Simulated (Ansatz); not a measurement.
# Sc3Al5N8 (wurtzite Al10Sc6N16): relaxing cell and atoms and relaxing the atoms, part 2 of 2

The task, for Sc3Al5N8 (wurtzite Al10Sc6N16): 5 runs in a chain (relaxing cell and atoms and relaxing the atoms).

Ansatz 0.2.0; DFT PBE, scalar-relativistic, plane waves, PAW. The steps go on from the part before.

### 3 Relaxing the atoms

It takes the final geometry of step 2.

input.yaml reads:

```yaml
crystal:
  lattice:
    - [6.5958102399, -0.0004187896, -0.0045248634]
    - [-3.2982678024, 5.7127674106, 0.0]
    - [-0.0068878855, -0.0039767225, 10.189918615]
  atoms:
    - { symbol: Al, position: [0.3378331773, 0.1681805059, 0.7507837211] }
    - { symbol: Al, position: [0.1704413652, 0.8352206826, -0.0122012679] }
    - { symbol: Al, position: [0.1676526958, 0.8338263479, 0.5097794548] }
    - { symbol: Al, position: [0.3378331773, 0.6696526714, 0.7507837211] }
    - { symbol: Al, position: [0.6685198312, 0.329801641, -0.0038786939] }
    - { symbol: Al, position: [0.8290463774, 0.1645231887, 0.2500725436] }
    - { symbol: Al, position: [0.6623790504, 0.3329099698, 0.5031379321] }
    - { symbol: Al, position: [0.6685198312, 0.8387181902, -0.0038786939] }
    - { symbol: Al, position: [0.6623790504, 0.8294690807, 0.5031379321] }
    - { symbol: Al, position: [0.8268283261, 0.663414163, 0.7488886638] }
    - { symbol: Sc, position: [0.1656709538, 0.3328354769, -0.0093372884] }
    - { symbol: Sc, position: [0.3373832505, 0.1615586178, 0.2451745542] }
    - { symbol: Sc, position: [0.1680973513, 0.3340486757, 0.498989841] }
    - { symbol: Sc, position: [0.3373832505, 0.6758246328, 0.2451745542] }
    - { symbol: Sc, position: [0.8234839733, 0.1617419867, 0.7426124398] }
    - { symbol: Sc, position: [0.8376030218, 0.6688015109, 0.2434023687] }
    - { symbol: "N", position: [0.1497120729, 0.3248560365, 0.2014205926] }
    - { symbol: "N", position: [0.3398306072, 0.1534711137, 0.4515643852] }
    - { symbol: "N", position: [0.1823641583, 0.3411820791, 0.7080812965] }
    - { symbol: "N", position: [0.3469317149, 0.159780908, 0.939468872] }
    - { symbol: "N", position: [0.1666146955, 0.8333073478, 0.1728537859] }
    - { symbol: "N", position: [0.3398306072, 0.6863594935, 0.4515643852] }
    - { symbol: "N", position: [0.1646568351, 0.8323284175, 0.699216589] }
    - { symbol: "N", position: [0.3469317149, 0.6871508069, 0.939468872] }
    - { symbol: "N", position: [0.6796695654, 0.3254840125, 0.1833503676] }
    - { symbol: "N", position: [0.8105214505, 0.1552607253, 0.4458822829] }
    - { symbol: "N", position: [0.6551497005, 0.3441119905, 0.6901992987] }
    - { symbol: "N", position: [0.815421073, 0.1577105365, 0.9430890682] }
    - { symbol: "N", position: [0.6796695654, 0.8541855529, 0.1833503676] }
    - { symbol: "N", position: [0.8351721959, 0.667586098, 0.4530572135] }
    - { symbol: "N", position: [0.6551497005, 0.8110377099, 0.6901992987] }
    - { symbol: "N", position: [0.8313196591, 0.6656598295, 0.9405915422] }
scf:
  occupations: { method: fixed }
output:
  forces: true
  stress: true
  eigenvalues: true
  polarization: { axes: [b3], string_points: 8 }
hamiltonian:
  xc: pbe
kpoints:
  mp_grid: { grid: [4, 4, 3] }
relax:
  f_tol: 0.004
```

Command:

```sh
> ansatz run input.yaml --threads 8 --pin off --max-ram 20480MiB --backend cpu --events-out ev --progress --plain --runs-dir out
```

Output, cut to the lines that bear on the results:

```text
Warning: output.stress: scf.convergence.dr2_threshold = 1.6e-8 eV (the default of a walk held to its f_tol) is looser than the 3.2e-9 eV advised for a printed stress (1e-10 eV for each atom of the cell: 32). What an SCF threshold leaves in a stress goes as its square root, and in the free [...]
Warning: RAYON_NUM_THREADS=8 ignored (pool sized by the plan → 8); use --threads N
[...]
Pseudopotentials: kind: paw
Pseudopotential: Al, paw, valence charge 3, recommended cutoff 420 eV (normal), Al.paw.azcp
Pseudopotential: Sc, paw, valence charge 11, recommended cutoff 420 eV (normal), Sc.paw.azcp
Pseudopotential: N, paw, valence charge 5, recommended cutoff 420 eV (normal), N.paw.azcp
Functional definition: PBE
[...]
Crystal: 32 atoms, lattice volume = 383.945 Å³
Basis set: ecut = 420 eV, 7427 PW (Γ), exchange–correlation on 90×90×144 points (8 copies of the dense FFT grid, shifted against one another)
Bands: 120, of which v1, the nominal top of the filled ones, is band 88 counted from 1 (87 counted from 0)
Symmetry: 2 space group operations
[...]
    - { symbol: N, position: [0.6551497005000001, 0.34411199054999997, 0.6901992986999999] }
    - { symbol: N, position: [0.8154210729999998, 0.1577105365, 0.9430890681999998] }
    - { symbol: N, position: [0.6796695653999999, 0.8541855528999999, 0.18335036759999995] }
    - { symbol: N, position: [0.8351721959, 0.66758609795, 0.4530572134999999] }
    - { symbol: N, position: [0.6551497005, 0.8110377099499998, 0.6901992986999997] }
    - { symbol: N, position: [0.8313196591, 0.66565982955, 0.9405915421999997] }
--- Formal polarisation (Berry phase): one branch of a lattice of values; only differences between neighbouring runs are physical ---
  axis  mesh            electronic          ionic      p = total  spread (rad)  least overlap  resolved gap  δp at fixed H ≤   (phases in cycles; p mod 1; gap in eV; gap and δp judge the states as solved, not the mesh's step, its correction or the SCF's stop)
  b3    4×4×8          -0.46967713    79.08284819    78.61317106      0.134729         0.9901        3.4572           8.7e-6
  quantum along a1:   0.01717905 e/Å² =    27.523866 µC/cm²
  quantum along a2:   0.01718093 e/Å² =    27.526886 µC/cm²
  quantum along a3:   0.02654004 e/Å² =    42.521837 µC/cm²
```

Run time: 72 s. Hardware: 8 threads of Intel Xeon Platinum 8259CL at 2.50GHz (Skylake/Cascade Lake), shared host; peak memory 2.8 GiB.

Step by step:

```csv
step,energy from step 1 (eV/cell),largest force component (eV/Å)
1,0.0000,0.0024
2,0.0000,0.0023
```

Step 1 is the start.

### 4 Relaxing the atoms

It takes the final geometry of step 3: the cell is strained.

input.yaml reads:

```yaml
crystal:
  lattice:
    - [6.5958102399, -0.0004187896, -0.0045474877]
    - [-3.2982678024, 5.7127674106, 0.0]
    - [-0.0068878855, -0.0039767225, 10.2408682081]
  atoms:
    - { symbol: Al, position: [0.3378331773, 0.1681805059, 0.7507837211] }
    - { symbol: Al, position: [0.1704413652, 0.8352206826, -0.0122012679] }
    - { symbol: Al, position: [0.1676526958, 0.8338263479, 0.5097794548] }
    - { symbol: Al, position: [0.3378331773, 0.6696526714, 0.7507837211] }
    - { symbol: Al, position: [0.6685198312, 0.329801641, -0.0038786939] }
    - { symbol: Al, position: [0.8290463774, 0.1645231887, 0.2500725436] }
    - { symbol: Al, position: [0.6623790504, 0.3329099698, 0.5031379321] }
    - { symbol: Al, position: [0.6685198312, 0.8387181902, -0.0038786939] }
    - { symbol: Al, position: [0.6623790504, 0.8294690806, 0.5031379321] }
    - { symbol: Al, position: [0.8268283261, 0.663414163, 0.7488886638] }
    - { symbol: Sc, position: [0.1656709538, 0.3328354769, -0.0093372884] }
    - { symbol: Sc, position: [0.3373832505, 0.1615586177, 0.2451745542] }
    - { symbol: Sc, position: [0.1680973513, 0.3340486756, 0.498989841] }
    - { symbol: Sc, position: [0.3373832505, 0.6758246328, 0.2451745542] }
    - { symbol: Sc, position: [0.8234839733, 0.1617419866, 0.7426124398] }
    - { symbol: Sc, position: [0.8376030218, 0.6688015109, 0.2434023687] }
    - { symbol: "N", position: [0.1497120729, 0.3248560364, 0.2014205926] }
    - { symbol: "N", position: [0.3398306072, 0.1534711137, 0.4515643852] }
    - { symbol: "N", position: [0.1823641583, 0.3411820791, 0.7080812965] }
    - { symbol: "N", position: [0.3469317149, 0.159780908, 0.939468872] }
    - { symbol: "N", position: [0.1666146955, 0.8333073477, 0.1728537859] }
    - { symbol: "N", position: [0.3398306072, 0.6863594935, 0.4515643852] }
    - { symbol: "N", position: [0.1646568351, 0.8323284176, 0.699216589] }
    - { symbol: "N", position: [0.3469317149, 0.6871508069, 0.939468872] }
    - { symbol: "N", position: [0.6796695654, 0.3254840125, 0.1833503676] }
    - { symbol: "N", position: [0.8105214505, 0.1552607252, 0.4458822829] }
    - { symbol: "N", position: [0.6551497005, 0.3441119905, 0.6901992987] }
    - { symbol: "N", position: [0.815421073, 0.1577105365, 0.9430890682] }
    - { symbol: "N", position: [0.6796695654, 0.8541855529, 0.1833503676] }
    - { symbol: "N", position: [0.8351721959, 0.667586098, 0.4530572135] }
    - { symbol: "N", position: [0.6551497005, 0.8110377099, 0.6901992987] }
    - { symbol: "N", position: [0.8313196591, 0.6656598296, 0.9405915422] }
scf:
  occupations: { method: fixed }
output:
  forces: true
  stress: true
  eigenvalues: true
  polarization: { axes: [b3], string_points: 8 }
hamiltonian:
  xc: pbe
kpoints:
  mp_grid: { grid: [4, 4, 3] }
relax:
  f_tol: 0.004
```

Command:

```sh
> ansatz run input.yaml --threads 8 --pin off --max-ram 20480MiB --backend cpu --events-out ev --progress --plain --runs-dir out
```

Output, cut to the lines that bear on the results:

```text
Warning: output.stress: scf.convergence.dr2_threshold = 1.6e-8 eV (the default of a walk held to its f_tol) is looser than the 3.2e-9 eV advised for a printed stress (1e-10 eV for each atom of the cell: 32). What an SCF threshold leaves in a stress goes as its square root, and in the free [...]
Warning: RAYON_NUM_THREADS=8 ignored (pool sized by the plan → 8); use --threads N
[...]
Pseudopotentials: kind: paw
Pseudopotential: Al, paw, valence charge 3, recommended cutoff 420 eV (normal), Al.paw.azcp
Pseudopotential: Sc, paw, valence charge 11, recommended cutoff 420 eV (normal), Sc.paw.azcp
Pseudopotential: N, paw, valence charge 5, recommended cutoff 420 eV (normal), N.paw.azcp
Functional definition: PBE
[...]
Crystal: 32 atoms, lattice volume = 385.865 Å³
Basis set: ecut = 420 eV, 7459 PW (Γ), exchange–correlation on 90×90×144 points (8 copies of the dense FFT grid, shifted against one another)
Bands: 120, of which v1, the nominal top of the filled ones, is band 88 counted from 1 (87 counted from 0)
Symmetry: 2 space group operations
[...]
    - { symbol: N, position: [0.6553227748564846, 0.34391759201590655, 0.6898507118162599] }
    - { symbol: N, position: [0.815760846407906, 0.15788042320395287, 0.9433330606302042] }
    - { symbol: N, position: [0.6793823837270817, 0.8537700608513119, 0.18300528429431367] }
    - { symbol: N, position: [0.8350751350253061, 0.6675375675126527, 0.45287116536829825] }
    - { symbol: N, position: [0.6553227748564844, 0.8114051828405774, 0.6898507118162599] }
    - { symbol: N, position: [0.8313944003628926, 0.6656972001814462, 0.9401617799545865] }
--- Formal polarisation (Berry phase): one branch of a lattice of values; only differences between neighbouring runs are physical ---
  axis  mesh            electronic          ionic      p = total  spread (rad)  least overlap  resolved gap  δp at fixed H ≤   (phases in cycles; p mod 1; gap in eV; gap and δp judge the states as solved, not the mesh's step, its correction or the SCF's stop)
  b3    4×4×8          -0.46491179    79.10200276    78.63709097      0.136692         0.9902        3.4503           8.2e-6
  quantum along a1:   0.01709358 e/Å² =    27.386931 µC/cm²
  quantum along a2:   0.01709545 e/Å² =    27.389936 µC/cm²
  quantum along a3:   0.02654004 e/Å² =    42.521837 µC/cm²
```

Run time: 87 s. Hardware: 8 threads of Intel Xeon Platinum 8259CL at 2.50GHz (Skylake/Cascade Lake), shared host; peak memory 2.9 GiB.

Step by step:

| step | E - E(step 1) (eV/cell) | largest force component (eV/Å) |
| --- | --- | --- |
| 1 | 0.0000 | 0.0958 |
| 2 | -0.0019 | 0.0539 |
| 3 | -0.0034 | 0.0260 |
| 4 | -0.0036 | 0.0039 |
| 5 | -0.0036 | 0.0040 |

Step 1 is the start.

### 5 Relaxing the atoms

It takes the final geometry of step 3: the cell is strained.

input.yaml, as its differences from that of step 4:

```diff
@@ -2,5 +2,5 @@
   lattice:
-    - [6.5958102399, -0.0004187896, -0.0045474877]
+    - [6.5958102399, -0.0004187896, -0.0045022391]
     - [-3.2982678024, 5.7127674106, 0.0]
-    - [-0.0068878855, -0.0039767225, 10.2408682081]
+    - [-0.0068878855, -0.0039767225, 10.1389690219]
   atoms:
```

Command:

```sh
> ansatz run input.yaml --threads 8 --pin off --max-ram 20480MiB --backend cpu --events-out ev --progress --plain --runs-dir out
```

Output, cut to the lines that bear on the results:

```text
Warning: output.stress: scf.convergence.dr2_threshold = 1.6e-8 eV (the default of a walk held to its f_tol) is looser than the 3.2e-9 eV advised for a printed stress (1e-10 eV for each atom of the cell: 32). What an SCF threshold leaves in a stress goes as its square root, and in the free [...]
Warning: RAYON_NUM_THREADS=8 ignored (pool sized by the plan → 8); use --threads N
[...]
Pseudopotentials: kind: paw
Pseudopotential: Al, paw, valence charge 3, recommended cutoff 420 eV (normal), Al.paw.azcp
Pseudopotential: Sc, paw, valence charge 11, recommended cutoff 420 eV (normal), Sc.paw.azcp
Pseudopotential: N, paw, valence charge 5, recommended cutoff 420 eV (normal), N.paw.azcp
Functional definition: PBE
[...]
Crystal: 32 atoms, lattice volume = 382.025 Å³
Basis set: ecut = 420 eV, 7425 PW (Γ), exchange–correlation on 90×90×144 points (8 copies of the dense FFT grid, shifted against one another)
Bands: 120, of which v1, the nominal top of the filled ones, is band 88 counted from 1 (87 counted from 0)
Symmetry: 2 space group operations
[...]
    - { symbol: N, position: [0.6549848458712836, 0.34429159189335795, 0.690554829729785] }
    - { symbol: N, position: [0.8151553150652109, 0.15757765753260533, 0.9428835279051704] }
    - { symbol: N, position: [0.6799380986591826, 0.8545945627215374, 0.18372934855035866] }
    - { symbol: N, position: [0.8353034803018363, 0.6676517401509181, 0.4532391673217083] }
    - { symbol: N, position: [0.6549848458712834, 0.8106932539779251, 0.6905548297297849] }
    - { symbol: N, position: [0.8311934782932067, 0.6655967391466033, 0.9410611314772274] }
--- Formal polarisation (Berry phase): one branch of a lattice of values; only differences between neighbouring runs are physical ---
  axis  mesh            electronic          ionic      p = total  spread (rad)  least overlap  resolved gap  δp at fixed H ≤   (phases in cycles; p mod 1; gap in eV; gap and δp judge the states as solved, not the mesh's step, its correction or the SCF's stop)
  b3    4×4×8          -0.47581250    79.06273996    78.58692745      0.132484         0.9900        3.4471           8.8e-6
  quantum along a1:   0.01726537 e/Å² =    27.662176 µC/cm²
  quantum along a2:   0.01726727 e/Å² =    27.665212 µC/cm²
  quantum along a3:   0.02654004 e/Å² =    42.521837 µC/cm²
```

Wall time 86 s (8 threads of Intel Xeon Platinum 8259CL at 2.50GHz (Skylake/Cascade Lake), shared host); peak memory 2.9 GiB.

Relaxation path:

| step | E - E(step 1) (eV/cell) | largest force component (eV/Å) |
| --- | --- | --- |
| 1 | 0.0000 | 0.1017 |
| 2 | -0.0022 | 0.0574 |
| 3 | -0.0038 | 0.0287 |
| 4 | -0.0040 | 0.0053 |
| 5 | -0.0040 | 0.0013 |

Step 1 is the start.

### 6 Relaxing the atoms

It takes the final geometry of step 3: the cell is strained.

input.yaml, as its differences from that of step 5:

```diff
@@ -2,5 +2,5 @@
   lattice:
-    - [6.5958102399, -0.0004187896, -0.0045022391]
-    - [-3.2982678024, 5.7127674106, 0.0]
-    - [-0.0068878855, -0.0039767225, 10.1389690219]
+    - [6.6287892911, -0.0004208835, -0.0045248634]
+    - [-3.3147591414, 5.7413312477, 0.0]
+    - [-0.0069223249, -0.0039966061, 10.189918615]
   atoms:
```

Command:

```sh
> ansatz run input.yaml --threads 8 --pin off --max-ram 20480MiB --backend cpu --events-out ev --progress --plain --runs-dir out
```

Output, cut to the lines that bear on the results:

```text
Warning: output.stress: scf.convergence.dr2_threshold = 1.6e-8 eV (the default of a walk held to its f_tol) is looser than the 3.2e-9 eV advised for a printed stress (1e-10 eV for each atom of the cell: 32). What an SCF threshold leaves in a stress goes as its square root, and in the free [...]
Warning: RAYON_NUM_THREADS=8 ignored (pool sized by the plan → 8); use --threads N
[...]
Pseudopotentials: kind: paw
Pseudopotential: Al, paw, valence charge 3, recommended cutoff 420 eV (normal), Al.paw.azcp
Pseudopotential: Sc, paw, valence charge 11, recommended cutoff 420 eV (normal), Sc.paw.azcp
Pseudopotential: N, paw, valence charge 5, recommended cutoff 420 eV (normal), N.paw.azcp
Functional definition: PBE
[...]
Crystal: 32 atoms, lattice volume = 387.794 Å³
Basis set: ecut = 420 eV, 7523 PW (Γ), exchange–correlation on 90×90×144 points (8 copies of the dense FFT grid, shifted against one another)
Bands: 120, of which v1, the nominal top of the filled ones, is band 88 counted from 1 (87 counted from 0)
Symmetry: 2 space group operations
[...]
    - { symbol: N, position: [0.6551058980272657, 0.3441092765989791, 0.6905067654385517] }
    - { symbol: N, position: [0.8152545336331203, 0.1576272668165601, 0.9429329175159349] }
    - { symbol: N, position: [0.6796338845011355, 0.8543658173700048, 0.18370683290141418] }
    - { symbol: N, position: [0.8351801266128843, 0.6675900633064422, 0.45298556272303153] }
    - { symbol: N, position: [0.6551058980272657, 0.8109966214282865, 0.6905067654385518] }
    - { symbol: N, position: [0.8313031416132506, 0.6656515708066254, 0.9409258712629501] }
--- Formal polarisation (Berry phase): one branch of a lattice of values; only differences between neighbouring runs are physical ---
  axis  mesh            electronic          ionic      p = total  spread (rad)  least overlap  resolved gap  δp at fixed H ≤   (phases in cycles; p mod 1; gap in eV; gap and δp judge the states as solved, not the mesh's step, its correction or the SCF's stop)
  b3    4×4×8          -0.46569905    79.06452916    78.59883011      0.131191         0.9898        3.3764           7.8e-6
  quantum along a1:   0.01709358 e/Å² =    27.386931 µC/cm²
  quantum along a2:   0.01709545 e/Å² =    27.389936 µC/cm²
  quantum along a3:   0.02627662 e/Å² =    42.099787 µC/cm²
```

It took 86 s on 8 threads of Intel Xeon Platinum 8259CL at 2.50GHz (Skylake/Cascade Lake), shared host; peak memory 2.9 GiB.

The steps of the relaxation:

| step | energy from step 1 (eV/cell) | largest force component (eV/Å) |
| --- | --- | --- |
| 1 | 0.0000 | 0.1065 |
| 2 | -0.0015 | 0.0455 |
| 3 | -0.0024 | 0.0196 |
| 4 | -0.0025 | 0.0067 |
| 5 | -0.0025 | 0.0010 |

Step 1 is the start.

### 7 The runs side by side

The summary covers parts 1 to 2.

```
step  volume (Å³/atom)  pressure (GPa)  energy above the lowest (meV/atom)  gap on the mesh (eV)     time
   2             12.00             0.0                                 0.0                  3.40  1.9 min
   3             12.00             0.0                                 0.0                  3.40     72 s
   4             12.06            -0.7                                 0.2                  3.39     87 s
   5             11.94             0.7                                 0.2                  3.41     86 s
   6             12.12            -1.7                                 0.7                  3.35     86 s
```

```
                           quantity                                                                        value
relaxed cell, step 2 (conventional)  a = 11.424 Å, b = 6.597 Å, c = 10.190 Å, α = 90.00°, β = 90.09°, γ = 90.00°
```

The values hold for the settings typed; their convergence was not tested in this session.

The gaps are Kohn-Sham values of a semilocal functional, not quasiparticle or optical gaps. Such gaps usually fall short of the measured ones.
